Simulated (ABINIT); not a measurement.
# WC (Fm-3m) in ABINIT: single point with PBE

Aim: the single point of WC with PBE.

All numbers are computed with ABINIT 10.8.3 (patched build); they aren't measurements. Logs are shortened: lines on timing, memory, paths and dates and some standing lists are left out, and cuts for length are marked. The log counts tension as positive stress, the text compression.

## Step 1: The structure

The structure is cubic, space group Fm-3m (No. 225). Conventional cell: a = 4.385 Å, b = 4.385 Å, c = 4.385 Å, α = 90.00°, β = 90.00°, γ = 90.00°. W (site symmetry m-3m) is surrounded by 6 C at 2.19 Å. C (site symmetry m-3m) has 6 W at 2.19 Å as nearest neighbours.

Measurements of this composition are mostly on another form, of space group No. 187.

## Step 2: Single point, PBE

Input file run.abi:

```
pp_dirpath "./"
pseudos "W.upf, C.upf"

acell 3.1009234508 3.1009234508 3.1009234508 Angstrom
rprim
     0.0000000000     0.7071067812     0.7071067812
     0.7071067812     0.0000000000     0.7071067812
     0.7071067812     0.7071067812     0.0000000000
ntypat 2
znucl 74 6
natom 2
typat 1 2
xred
     0.0000000000     0.0000000000     0.0000000000
     0.5000000000     0.5000000000     0.5000000000

ecut 31.0

kptopt 1
ngkpt 8 8 8
nshiftk 1
shiftk 0.0 0.0 0.0

ixc 11

nband 13
occopt 3
tsmear 0.05 eV

nstep 100
tolvrs 1.0e-10

iomode 3
prtwf 0
prtden 0
prteig 0
prtebands 0
```

Potentials or basis: PseudoDojo NC SR PBE v0.4.1 standard.

Command:

```console
$ mpirun --bind-to none -np 4 abinit run.abi > log 2>&1
```

run.abo:

```text
.Version 10.8.3 of ABINIT
 Symmetries : space group Fm -3 m (#225); Bravais cF (face-center cubic)
================================================================================
 Values of the parameters that define the memory need of the present run
     intxc =       0    ionmov =       0      iscf =       7    lmnmax =       8
     lnmax =       8     mgfft =      30  mpssoang =       4    mqgrid =    3001
     natom =       2  nloc_mem =       1    nspden =       1   nspinor =       1
    nsppol =       1      nsym =      48    n1xccc =    2501    ntypat =       2
    occopt =       3   xclevel =       2
       mpw =        1197          nfft =       27000          nkpt =          29
================================================================================
================================================================================

--------------------------------------------------------------------------------
------------- Echo of variables that govern the present computation ------------
--------------------------------------------------------------------------------
 -outvars: echo values of preprocessed input variables --------
            acell      5.8598960594E+00  5.8598960594E+00  5.8598960594E+00 Bohr
              amu      1.83850000E+02  1.20110000E+01
             ecut      3.10000000E+01 Hartree
              ixc          11
         kptrlatt        8    0    0      0    8    0      0    0    8
          kptrlen      4.68791685E+01
            natom           2
            nband          13
            ngfft          30      30      30
             nkpt          29
            nstep         100
             nsym          48
           ntypat           2
           occopt           3
           prtden           0
        prtebands           0
           prteig           0
            prtwf           0
            rprim      0.0000000000E+00  7.0710678120E-01  7.0710678120E-01
                       7.0710678120E-01  0.0000000000E+00  7.0710678120E-01
                       7.0710678120E-01  7.0710678120E-01  0.0000000000E+00
          spgroup         225
           tolvrs      1.00000000E-10
           tsmear      1.83746611E-03 Hartree
            typat      1  2
           xangst      0.0000000000E+00  0.0000000000E+00  0.0000000000E+00
                       2.1926840000E+00  2.1926840000E+00  2.1926840000E+00
            xcart      0.0000000000E+00  0.0000000000E+00  0.0000000000E+00
                       4.1435722407E+00  4.1435722407E+00  4.1435722407E+00
             xred      0.0000000000E+00  0.0000000000E+00  0.0000000000E+00
                       5.0000000000E-01  5.0000000000E-01  5.0000000000E-01
            znucl       74.00000    6.00000

================================================================================

 chkinp: Checking input parameters for consistency.

================================================================================
== DATASET  1 ==================================================================

--- !DatasetInfo
iteration_state: {dtset: 1, }
dimensions: {natom: 2, nkpt: 29, mband: 13, nsppol: 1, nspinor: 1, nspden: 1, mpw: 1197, }
cutoff_energies: {ecut:  31.0, pawecutdg:  -1.0, }
electrons: {nelect:   1.80000000E+01, charge:   0.00000000E+00, occopt:   3.00000000E+00, tsmear:   1.83746611E-03, }
meta: {optdriver: 0, ionmov: 0, optcell: 0, iscf: 7, paral_kgb: 0, }
...

 Exchange-correlation functional for the present dataset will be:
  GGA: Perdew-Burke-Ernzerhof functional - ixc=11
  J.P.Perdew, K.Burke, M.Ernzerhof, PRL 77, 3865 (1996)

 Real(R)+Recip(G) space primitive vectors, cartesian coordinates (Bohr,Bohr^-1):
 R(1)=  0.0000000  4.1435722  4.1435722  G(1)= -0.1206688  0.1206688  0.1206688
 R(2)=  4.1435722  0.0000000  4.1435722  G(2)=  0.1206688 -0.1206688  0.1206688
 R(3)=  4.1435722  4.1435722  0.0000000  G(3)=  0.1206688  0.1206688 -0.1206688
 Unit cell volume ucvol=  1.4228357E+02 bohr^3
 Angles (23,13,12)=  6.00000000E+01  6.00000000E+01  6.00000000E+01 degrees

 getcut: wavevector=  0.0000  0.0000  0.0000  ngfft=  30  30  30
         ecut(hartree)=     31.000   => boxcut(ratio)=   2.04488

--- Pseudopotential description ------------------------------------------------
- pspini: atom type   1  psp file is ./W.upf
12 -101130 3 -1 1396                          pspcod,pspxc,lmax,lloc,mmax
     nproj     2     2     2     2

- pspini: atom type   2  psp file is ./C.upf
12 -101130 1 -1 1248                          pspcod,pspxc,lmax,lloc,mmax
     nproj     2     2     0     0

   2.88375514E+02                                ecore*ucvol(ha*bohr**3)
--------------------------------------------------------------------------------

================================================================================

--- !BeginCycle
iteration_state: {dtset: 1, }
solver: {iscf: 7, nstep: 100, nline: 4, wfoptalg: 0, }
tolerances: {tolvrs: 1.00E-10, }
...

     iter   Etot(hartree)      deltaE(h)  residm     vres2
 ETOT  1  -81.667655221945    -8.167E+01 2.594E-01 5.363E+02
 ETOT  2  -81.537533614383     1.301E-01 2.696E-02 1.018E+03
 ETOT  3  -81.852399083562    -3.149E-01 7.297E-03 7.133E-01
 ETOT  4  -81.852637355273    -2.383E-04 1.138E-03 1.747E-01
 ETOT  5  -81.852646823429    -9.468E-06 7.052E-03 1.017E-01
 ETOT  6  -81.852678436615    -3.161E-05 1.627E-02 8.645E-03
 ETOT  7  -81.852681345980    -2.909E-06 8.056E-03 6.494E-05
 ETOT  8  -81.852681367727    -2.175E-08 1.123E-03 1.202E-07
 ETOT  9  -81.852681367760    -3.266E-11 5.042E-04 3.849E-10
 ETOT 10  -81.852681367763    -2.856E-12 7.867E-05 2.679E-10
 ETOT 11  -81.852681367760     2.274E-12 4.212E-05 6.087E-12

 At SCF step   11       vres2   =  6.09E-12 < tolvrs=  1.00E-10 =>converged.

 Cartesian components of stress tensor (hartree/bohr^3)
  sigma(1 1)=  7.88386780E-05  sigma(3 2)=  0.00000000E+00
  sigma(2 2)=  7.88386780E-05  sigma(3 1)=  0.00000000E+00
  sigma(3 3)=  7.88386780E-05  sigma(2 1)=  0.00000000E+00

--- !ResultsGS
iteration_state: {dtset: 1, }
comment   : Summary of ground state results
lattice_vectors:
- [  0.0000000,   4.1435722,   4.1435722, ]
- [  4.1435722,   0.0000000,   4.1435722, ]
- [  4.1435722,   4.1435722,   0.0000000, ]
lattice_lengths: [   5.85990,    5.85990,    5.85990, ]
lattice_angles: [ 60.000,  60.000,  60.000, ] # degrees, (23, 13, 12)
lattice_volume:   1.4228357E+02
convergence: {deltae:  2.274E-12, res2:  6.087E-12, residm:  4.212E-05, diffor: null, }
etotal    :  -8.18526814E+01
entropy   :   0.00000000E+00
fermie    :   6.90624037E-01
cartesian_stress_tensor: # hartree/bohr^3
- [  7.88386780E-05,   0.00000000E+00,   0.00000000E+00, ]
- [  0.00000000E+00,   7.88386780E-05,   0.00000000E+00, ]
- [  0.00000000E+00,   0.00000000E+00,   7.88386780E-05, ]
pressure_GPa:  -2.3195E+00
xred      :
- [  0.0000E+00,   0.0000E+00,   0.0000E+00,  W]
- [  5.0000E-01,   5.0000E-01,   5.0000E-01,  C]
cartesian_forces: # hartree/bohr
- [ -0.00000000E+00,  -0.00000000E+00,  -0.00000000E+00, ]
- [ -0.00000000E+00,  -0.00000000E+00,  -0.00000000E+00, ]
force_length_stats: {min:   0.00000000E+00, max:   0.00000000E+00, mean:   0.00000000E+00, }
...

 Integrated electronic density in atomic spheres:
 ------------------------------------------------
 Atom  Sphere_radius  Integrated_density
    1        2.00000         10.16664105
    2        2.00000          4.12151367
================================================================================

 ----iterations are completed or convergence reached----

 Mean square residual over all n,k,spin=   22.451E-08; max=  42.122E-06
 reduced coordinates (array xred) for    2 atoms
       0.000000000000      0.000000000000      0.000000000000
       0.500000000000      0.500000000000      0.500000000000
 rms dE/dt=  0.0000E+00; max dE/dt=  0.0000E+00; dE/dt below (all hartree)
    1       0.000000000000      0.000000000000      0.000000000000
    2       0.000000000000      0.000000000000      0.000000000000

 cartesian coordinates (angstrom) at end:
    1      0.00000000000000     0.00000000000000     0.00000000000000
    2      2.19268400004278     2.19268400004278     2.19268400004278

 cartesian forces (hartree/bohr) at end:
    1     -0.00000000000000    -0.00000000000000    -0.00000000000000
    2     -0.00000000000000    -0.00000000000000    -0.00000000000000
 frms,max,avg= 0.0000000E+00 0.0000000E+00   0.000E+00  0.000E+00  0.000E+00 h/b

 cartesian forces (eV/Angstrom) at end:
    1     -0.00000000000000    -0.00000000000000    -0.00000000000000
    2     -0.00000000000000    -0.00000000000000    -0.00000000000000
 frms,max,avg= 0.0000000E+00 0.0000000E+00   0.000E+00  0.000E+00  0.000E+00 e/A
 length scales=  5.859896059417  5.859896059417  5.859896059417 bohr
              =  3.100923450800  3.100923450800  3.100923450800 angstroms
 Fermi (or HOMO) energy (hartree) =   0.69062   Average Vxc (hartree)=  -0.51750
 Eigenvalues (hartree) for nkpt=  29  k points:
 kpt#   1, nband= 13, wtk=  0.00195, kpt=  0.0000  0.0000  0.0000 (reduced coord)
  -2.08673   -0.76341   -0.76341   -0.76341    0.10470    0.58538    0.58538    0.58538
   0.64686    0.64686    0.64686    0.65123    0.65123
      occupation numbers for kpt#   1
   2.00000    2.00000    2.00000    2.00000    2.00000    2.00000    2.00000    2.00000
   2.00000    2.00000    2.00000    2.00000    2.00000
 prteigrs : prtvol=0 or 1, do not print more k-points.

--- !EnergyTerms
iteration_state     : {dtset: 1, }
comment             : Components of total free energy in Hartree
kinetic             :  2.44248322652839E+01
hartree             :  8.58018729888841E+00
xc                  : -1.87300198729318E+01
Ewald energy        : -6.60083123481053E+01
psp_core            :  2.02676614478711E+00
local_psp           : -4.45028758191801E+01
non_local_psp       :  1.23572330370440E+01
internal            : -8.18521892942140E+01
'-kT*entropy'       : -4.92073546412690E-04
total_energy        : -8.18526813677604E+01
total_energy_eV     : -2.22732492796734E+03
band_energy         : -4.33941336614337E+00
...

 Cartesian components of stress tensor (hartree/bohr^3)
  sigma(1 1)=  7.88386780E-05  sigma(3 2)=  0.00000000E+00
  sigma(2 2)=  7.88386780E-05  sigma(3 1)=  0.00000000E+00
  sigma(3 3)=  7.88386780E-05  sigma(2 1)=  0.00000000E+00

-Cartesian components of stress tensor (GPa)         [Pressure= -2.3195E+00 GPa]
- sigma(1 1)=  2.31951399E+00  sigma(3 2)=  0.00000000E+00
- sigma(2 2)=  2.31951399E+00  sigma(3 1)=  0.00000000E+00
- sigma(3 3)=  2.31951399E+00  sigma(2 1)=  0.00000000E+00

== END DATASET(S) ==============================================================
================================================================================

 -outvars: echo values of variables after computation  --------
            acell      5.8598960594E+00  5.8598960594E+00  5.8598960594E+00 Bohr
           etotal     -8.1852681368E+01
            fcart     -0.0000000000E+00 -0.0000000000E+00 -0.0000000000E+00
                      -0.0000000000E+00 -0.0000000000E+00 -0.0000000000E+00
            rprim      0.0000000000E+00  7.0710678120E-01  7.0710678120E-01
                       7.0710678120E-01  0.0000000000E+00  7.0710678120E-01
                       7.0710678120E-01  7.0710678120E-01  0.0000000000E+00
           strten      7.8838677979E-05  7.8838677979E-05  7.8838677979E-05
                       0.0000000000E+00  0.0000000000E+00  0.0000000000E+00
           xangst      0.0000000000E+00  0.0000000000E+00  0.0000000000E+00
                       2.1926840000E+00  2.1926840000E+00  2.1926840000E+00
             xred      0.0000000000E+00  0.0000000000E+00  0.0000000000E+00
                       5.0000000000E-01  5.0000000000E-01  5.0000000000E-01
 Calculation completed.
```

It took 6.6 s on 4 MPI ranks of Arm Neoverse V1, shared host; peak memory 0.24 GiB.

Results:

| Item | Value |
| --- | --- |
| Free energy | -2227.3249 eV |
| Band gap on the k mesh | none (metal or under the smearing width) |
| Valence electrons inside the program's atomic spheres | W 10.17; C 4.12 |

Caveat: the cutoff is too short for stress, so the log's stress isn't used; the highest band is partly filled, so the run has too few bands. The run has no spin-orbit coupling, so splittings on W are missing.
